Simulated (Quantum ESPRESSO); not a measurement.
Runs of Quantum ESPRESSO 7.5 on WC. It takes space group Fm-3m (No. 225, cubic). Conventional cell: a = 4.385 Å, b = 4.385 Å, c = 4.385 Å, α = 90.00°, β = 90.00°, γ = 90.00°. W (site symmetry m-3m) is surrounded by 6 C at 2.19 Å. C (site symmetry m-3m) is surrounded by 6 W at 2.19 Å. Measurements of this composition are mostly on another form, of space group No. 187.

| task | level | potentials or basis | U | cell | k mesh | smearing | hubbard projectors | mixing beta | dos occupations | form of the LDA correlation | q mesh | gap on the mesh (eV) | pressure (GPa) |
| --- | --- | --- | --- | --- | --- | --- | --- | --- | --- | --- | --- | --- | --- |
| projected density of states | PBEsol+U | GBRV 1.5 PBEsol | W d U = 5 eV | as given | 10 × 10 × 10 | fermi-dirac 0.05 eV | ortho-atomic | 0.3 | tetrahedra_opt | - | - | none | -8.4 |
| projected density of states | PBEsol+U | GBRV 1.5 PBEsol | W d U = 4 eV | as given | 10 × 10 × 10 | fermi-dirac 0.05 eV | ortho-atomic | 0.3 | tetrahedra_opt | - | - | none | (a) |
| phonons | LDA | GBRV 1.5 LDA | - | relaxed | 10 × 10 × 10 | cold 0.272 eV | - | 0.5 | - | PZ81 | - | none | 0.0 |
| projected density of states | PBEsol | GBRV 1.5 PBEsol | - | as given | 10 × 10 × 10 | fermi-dirac 0.05 eV | ortho-atomic | 0.5 | tetrahedra_opt | - | - | none | -9.5 |
| phonon dispersion | LDA | GBRV 1.5 LDA | - | relaxed | 8 × 8 × 8 | cold 0.2 eV | - | 0.5 | - | PZ81 | 2 × 2 × 2 | none | 0.0 |

Alike in all rows: no spin polarisation; cutoff (eV) 762.

Problem. Fill in the values left out.

Solution. (a) -8.6.

Caveats: U without spin polarisation on a metal has little footing (some runs); the U is typed as a test and isn't derived for this compound (some runs); the mesh is thin for the phonons of a metal (some runs); some modes are imaginary (some runs).

A k mesh can miss the band edges, and the runs leave out spin-orbit coupling on W.

A gap of «none» marks a metal or a gap under the smearing width.

Not every run made on this cell is shown here.
